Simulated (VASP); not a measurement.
## BP: relaxation of the atoms with PBE+D3(BJ)

BP:

```xyz
2
Lattice="0.0000 2.2968 2.2968 2.2968 0.0000 2.2968 2.2968 2.2968 0.0000" Properties=species:S:1:pos:R:3 pbc="T T T"
B     0.0000    0.0000    0.0000
P     1.1484    1.1484    1.1484
```

The cell isn't the ideal one: a relaxed cell with its volume scaled by 1.06.

| Property | Result |
| --- | --- |
| Program | VASP 6.6.1 |
| Task | relaxation of the atoms |
| Functional | PBE |
| Dispersion | D3(BJ) |
| Potentials or basis | VASP PAW PBE potentials, release 64 (B, P) |
| Cutoff | 600 eV |
| k mesh | 10 × 10 × 10 |
| Occupations | gaussian, width 0.03 eV |
| Spin | no spin polarisation |
| Further INCAR settings | ALGO = Normal; EDIFF = 1e-07; IBRION = 2; EDIFFG = -0.01; NSW = 40 |

```
Pressure after relaxing    : -8.9 GPa
Band gap on the k mesh     : 1.29 eV, indirect (least direct gap 3.35 eV)
Dispersion energy per atom : -0.312 eV
```

Final structure:
```cif
data_structure
_symmetry_space_group_name_H-M 'P 1'
_symmetry_Int_Tables_number 1
_cell_length_a 3.2482
_cell_length_b 3.2482
_cell_length_c 3.2482
_cell_angle_alpha 60.000
_cell_angle_beta 60.000
_cell_angle_gamma 60.000
_cell_volume 24.23
loop_
_atom_site_label
_atom_site_type_symbol
_atom_site_fract_x
_atom_site_fract_y
_atom_site_fract_z
_atom_site_occupancy
B1 B 0.00000 0.00000 0.00000 1
P1 P 0.25000 0.25000 0.25000 1
```

Levels at points of the mesh, in eV from the valence-band top:
```tsv
k point	band 1	band 2	band 3	band 4	band 5	band 6	band 7	band 8
(0.00, 0.00, 0.00)	-15.14	0.00	0.00	0.00	3.35	3.35	3.35	6.82
(0.50, 0.00, 0.00)	-11.95	-8.77	-1.71	-1.71	3.57	4.69	4.69	10.00
(0.50, 0.50, 0.00)	-10.47	-8.39	-3.98	-3.98	1.40	1.69	11.78	11.78
```

It took 8.9 s on 1 thread of Intel(R) Xeon(R) Platinum 8375C CPU @ 2.90GHz (Ice Lake) (shared host), peak memory 0.16 GiB.

Caveat: the relaxation stopped at its first step, so nothing moved. A k mesh can miss the band edges.
